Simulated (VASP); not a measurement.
CoSi2: relaxation of cell and atoms with PBEsol

The system is CoSi2.

```
CELL_PARAMETERS angstrom
0.00000 2.67800 2.67800
2.67800 0.00000 2.67800
2.67800 2.67800 0.00000
ATOMIC_POSITIONS crystal
Co 0.00000 0.00000 0.00000
Si 0.75000 0.75000 0.75000
Si 0.25000 0.25000 0.25000
```

| Quantity | Value |
| --- | --- |
| Program | VASP 6.6.1 |
| Task | relaxation of cell and atoms |
| Functional | PBEsol |
| Potentials or basis | VASP PAW PBE potentials, release 64 (Co, Si) |
| Cutoff | 600 eV |
| k mesh | 8 × 8 × 8 |
| Occupations | fermi-dirac, width 0.05 eV |
| Spin | collinear spin, ferromagnetic start |
| Starting moments | [2.0, 0.0, 0.0] μB |
| Ladder | gaps |
| Further INCAR settings | ALGO = Fast; EDIFF = 1e-07; IBRION = 2; EDIFFG = -0.005; NSW = 40; ISIF = 3 |

```json
{
 "Relaxed volume": "12.50 Å³/atom",
 "Relaxed cell": "a = 3.757 Å, b = 3.757 Å, c = 3.757 Å, α = 60.00°, β = 60.00°, γ = 60.00°",
 "Space group after relaxing (to 0.05 Å)": "Fm-3m (No. 225)",
 "Energy gained by relaxing": "4.4 meV/atom",
 "Ionic steps": "3",
 "Pressure after relaxing": "0.0 GPa",
 "Band gap on the k mesh": "none (metal or under the smearing width)",
 "Net moment": "0.00 μB per cell",
 "Valence electrons inside the program's atomic spheres": "Co 8.94; Si 1.60"
}
```

The path:
| step | energy change (eV) | largest force (eV/Å) | pressure (GPa) | volume (Å³) |
| --- | --- | --- | --- | --- |
| 1 | 0.0000 | 0.0000 | -4.50 | 38.41 |
| 2 | 0.0054 | 0.0000 | 5.99 | 36.45 |
| 3 | -0.0132 | 0.0000 | -0.02 | 37.49 |

Final structure:
```yaml
crystal:
  lattice:
    - [0.00000, 2.65637, 2.65637]
    - [2.65637, 0.00000, 2.65637]
    - [2.65637, 2.65637, 0.00000]
  atoms:
    - { symbol: Co, position: [0.00000, 0.00000, 0.00000] }
    - { symbol: Si, position: [0.75000, 0.75000, 0.75000] }
    - { symbol: Si, position: [0.25000, 0.25000, 0.25000] }
```

Levels at points of the mesh, in eV from the Fermi level:
Spin up:
```tsv
k point	band 7	band 8	band 9	band 10	band 11	band 12
(0.00, 0.00, 0.00)	1.06	3.46	3.46	3.46	3.56	3.56
(0.50, 0.00, 0.00)	-1.66	-0.45	-0.45	2.76	3.53	3.53
(0.50, 0.50, 0.00)	-2.00	-1.97	-1.35	1.72	2.92	8.64
```
Spin down:
| k point | band 5 | band 6 | band 7 | band 8 | band 9 | band 10 | band 11 | band 12 | band 13 |
| --- | --- | --- | --- | --- | --- | --- | --- | --- | --- |
| (0.00, 0.00, 0.00) | -1.95 | -1.95 | 1.06 | 3.46 | 3.46 | 3.46 | 3.56 | 3.56 | 3.56 |
| (0.50, 0.00, 0.00) | -2.21 | -1.66 | -1.66 | -0.45 | -0.45 | 2.76 | 3.53 | 3.53 | 4.60 |
| (0.50, 0.50, 0.00) | -3.70 | -2.00 | -2.00 | -1.97 | -1.35 | 1.72 | 2.92 | 8.64 | 9.87 |

Wall time 80 s on 1 thread of AMD EPYC 9R45 96-Core Processor (Zen 5), with other jobs on the host, peak memory 0.18 GiB.

Caveat: the starting moments collapsed, and a magnetic state may lie lower; the PAW data sets were made with another functional, which shifts forces and pressure a little.
